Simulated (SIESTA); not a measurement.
# CuO in SIESTA: convergence with basis size

Input of the first run (basis size SZ); the others differ in this setting and in those tied to it:

Contents of CuO.fdf:

```
SystemName                      CuO
SystemLabel                     CuO
NumberOfSpecies                 2
NumberOfAtoms                   2
%block ChemicalSpeciesLabel
  1  29 Cu
  2   8 O
%endblock ChemicalSpeciesLabel

LatticeConstant                 1.0 Ang
%block LatticeVectors
     2.5525506100     0.0000000000     0.0000000000
     0.0000000000     2.5525506100     0.0000000000
     0.0000000000     0.0000000000     2.5525506100
%endblock LatticeVectors
AtomicCoordinatesFormat         Fractional
%block AtomicCoordinatesAndAtomicSpecies
     0.0128940000     0.0027470000    -0.0036670000  1  Cu
     0.4837610000     0.5022690000     0.5003640000  2  O
%endblock AtomicCoordinatesAndAtomicSpecies

%block kgrid.MonkhorstPack
    8   0   0  0.0
    0   8   0  0.0
    0   0   8  0.0
%endblock kgrid.MonkhorstPack
XC.Functional                   GGA
XC.Authors                      PBE
PAO.BasisSize                   SZ
PAO.EnergyShift                 0.003 Ry
Mesh.Cutoff                     800 Ry
OccupationFunction              FD
ElectronicTemperature           0.05 eV
MaxSCFIterations                120
SCF.MustConverge                false
SCF.Mixer.Method                Pulay
SCF.Mixer.Weight                0.25
SCF.Mixer.History               8
SCF.DM.Tolerance                5.0e-05
SCF.H.Tolerance                 1.0e-03 eV
WriteForces                     true
Charge.Mulliken                 end
```

Potentials or basis: PseudoDojo 0.4 standard (PBE files), SZ (energy shift 0.003 Ry).

Command:

```bash
$ siesta CuO.fdf > CuO.out 2>&1
```

The cell isn't the ideal one: atoms moved at random, drawn with an rms of 0.05 Å.

The cell comes from a database or a generator and needn't be the stable form of this composition.

Hardware: 1 thread of Arm Neoverse V1 (shared host).

**Question.** The values tried are SZ, SZP, DZ, DZP, DZDP, TZP, TZDP, TZTP, loosest first. From which on does the largest force stay within 0.005 eV/Å of the tightest run that finished?

**Answer.** From TZDP on.

| basis size | energy less the tightest run, at zero smearing (meV/atom) | pressure (GPa) | largest force (eV/Å) | SCF cycles | CPU time (s) | peak memory (GiB) |
| --- | --- | --- | --- | --- | --- | --- |
| SZ | 1722.04 | 40.76 | 0.445 | 11 | 11 | 0.18 |
| SZP | 396.54 | 29.08 | 0.287 | 9 | 27 | 0.23 |
| DZ | 196.19 | 19.85 | 0.348 | 10 | 16 | 0.2 |
| DZP | 51.63 | 23.61 | 0.248 | 11 | 41 | 0.24 |
| DZDP | 25.55 | 23.05 | 0.236 | 11 | 64 | 0.27 |
| TZP | 30.97 | 22.72 | 0.234 | 11 | 59 | 0.26 |
| TZDP | 7.63 | 22.34 | 0.221 | 11 | 86 | 0.3 |
| TZTP | 0.00 | 21.91 | 0.220 | 11 | 130 | 0.33 |

Not settled before the last step: the energy (to 1 meV/atom), the pressure (to 0.1 GPa). The tightest run that finished is the yardstick and may itself not be fully converged.

Caveat, for the tightest run too: short orbitals over semicore shells can move pressures by several GPa; the basis of atomic orbitals isn't converged, which shifts pressures, moduli and gaps; an odd number of electrons without spin polarisation forces a metal; a magnetic or distorted state may lie lower; the run has no spin polarisation, though such a crystal can be magnetic.
